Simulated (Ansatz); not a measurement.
# Ta: a tetragonal deformation path

Aim: for Ta, follow a tetragonal deformation at fixed volume.

Method: DFT PBE, scalar-relativistic, plane waves, PAW, in Ansatz 0.2.0.

**1. The starting structure**

It takes space group Im-3m (No. 229, cubic). Conventional cell: a = 3.303 Å, b = 3.303 Å, c = 3.303 Å, α = 90.00°, β = 90.00°, γ = 90.00°. Ta (site symmetry m-3m) has 8 Ta at 2.86 Å in its first shell of neighbours.

As a file:

```
CELL_PARAMETERS angstrom
-1.65128 1.65128 1.65128
1.65128 -1.65128 1.65128
1.65128 1.65128 -1.65128
ATOMIC_POSITIONS crystal
Ta 0.00000 0.00000 0.00000
```

No relaxation comes first: the listed cell is the starting point.

**2. Zero of energy**

The reference gives a free energy of -9932.2551 eV, pressure 3.15 GPa, largest force 0.000 eV/Å and gap on the mesh none (metal). It was computed beforehand with the settings of the runs below.

**3. Next: a tetragonal deformation path**

At fixed volume and fractional coordinates, lengths along (0.000, 0.000, 1.000) are scaled against those across it; ρ is that ratio over its starting value.

**4. At ρ = 0.707**

File input.yaml:

```yaml
crystal:
  lattice:
    - [-1.8535924404, 1.8535924404, 1.3104898553]
    - [1.8535924404, -1.8535924404, 1.3104898553]
    - [1.8535924404, 1.8535924404, -1.3104898553]
  atoms:
    - { symbol: Ta, position: [0.0, 0.0, 0.0] }
basis:
  ecutwfc: 420
kpoints:
  mp_grid: { grid: [22, 22, 22] }
hamiltonian:
  xc: pbe
scf:
  occupations: { method: gaussian, width: 0.15 }
output:
  forces: true
  stress: true
  eigenvalues: true
  write_density: true
  write_potential: true
  elf: true
  volumetric_format: npy
```

On the command line:

```console
> ansatz run input.yaml --threads 1 --pin off --max-ram 2560MiB --backend cpu --events-out ev --progress --plain --runs-dir out
```

Further runs follow: At ρ = 1.414; At ρ = 0.850; ρ = 1.200; At ρ = 0.780; ρ = 1.300; At ρ = 0.920; point ρ = 1.100; point ρ = 0.650; point ρ = 1.500; At ρ = 0.960; At ρ = 1.050.

Q: Predict the outcome of this session. Wanted: highest point.

As calculated:

| quantity | value |
| --- | --- |
| highest point | 614.5 meV/atom at ρ = 0.650 |

No sampled point lies below the undisturbed cell. No further minimum shows among the sampled points. At ρ = 1.414 the cell takes another symmetry, Fm-3m, 260.5 meV/atom from the start at this fixed volume. The runs treat Ta without spin-orbit coupling.
